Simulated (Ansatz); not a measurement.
Space group Fm-3m (No. 225). a = 4.897 Å, b = 4.897 Å, c = 4.897 Å, α = 90.00°, β = 90.00°, γ = 90.00°
```json
{"atom": "Tl", "site": "4a", "symmetry": "m-3m", "x": "0.0000", "y": "0.0000", "z": "0.0000"}
```

Equation of state of this Tl structure (not necessarily the ground state), with shape and atoms relaxed at each volume where symmetry leaves them free. It has no gap at any of these volumes. Level of theory: Ansatz, DFT PBE+D3(BJ), scalar-relativistic, plane waves, PAW.

Plane waves to 420 eV, a k mesh through Γ of 14×14×14 on the computed 1-atom cell and Gaussian smearing (0.10 eV); no spin polarisation.

```tsv
V (Å³/atom)	E − E(largest V) (meV/atom)	P (GPa)
25.828	32.48	5.96
26.709	5.33	4.01
27.589	-12.11	2.41
28.470	-21.58	1.09
29.350	-24.46	0.01
30.231	-21.94	-0.89
31.111	-14.94	-1.62
32.285	0.00	-2.41
```

Problem. Fit a third-order Birch–Murnaghan equation to E(V).

Solution. V0 = 29.35 Å³/atom, B0 = 33 GPa, B0' = 5.5.

Spin-orbit coupling is left out, which matters for the bands of heavy elements.

This fcc form isn't the element's structure at ambient conditions.